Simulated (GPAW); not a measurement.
Runs of GPAW 26.7.0 on Ca. The structure is cubic, space group Fm-3m (No. 225). Conventional cell: a = 5.588 Å, b = 5.588 Å, c = 5.588 Å, α = 90.00°, β = 90.00°, γ = 90.00°. Ca (site symmetry m-3m) has 12 Ca at 3.95 Å as nearest neighbours. 

```tsv
task	level	potentials or basis	cell	smearing	smearing order	band path	band points	gap on the mesh (eV)	pressure (GPa)
band structure	PBE	GPAW PAW data sets (gpaw-data 1.2.1), pw	volume scaled by 1.15	methfessel-paxton 0.2 eV	1	GXWKGLUWLK,UX	80	-	-2.2
single point	RPBE	the program's PAW data sets (release 1.2.1) made for this functional, pw	as given	gaussian 0.1 eV	-	-	-	none	0.3
single point	PBE	GPAW PAW data sets (gpaw-data 1.2.1), pw	as given	gaussian 0.1 eV	-	-	-	none	-0.5
single point	PBEsol	PAW data sets generated in the run's folder for this functional, pw	as given	gaussian 0.1 eV	-	-	-	none	(a)
```

Alike in all rows: no spin polarisation; k mesh 8 × 8 × 8; cutoff (eV) 600.

Task: Estimate the missing entries.

Result: (a) -1.1.

Caveats: this smearing can pin the Fermi level at a band edge (some runs).

A gap of «none» marks a metal or a gap under the smearing width.
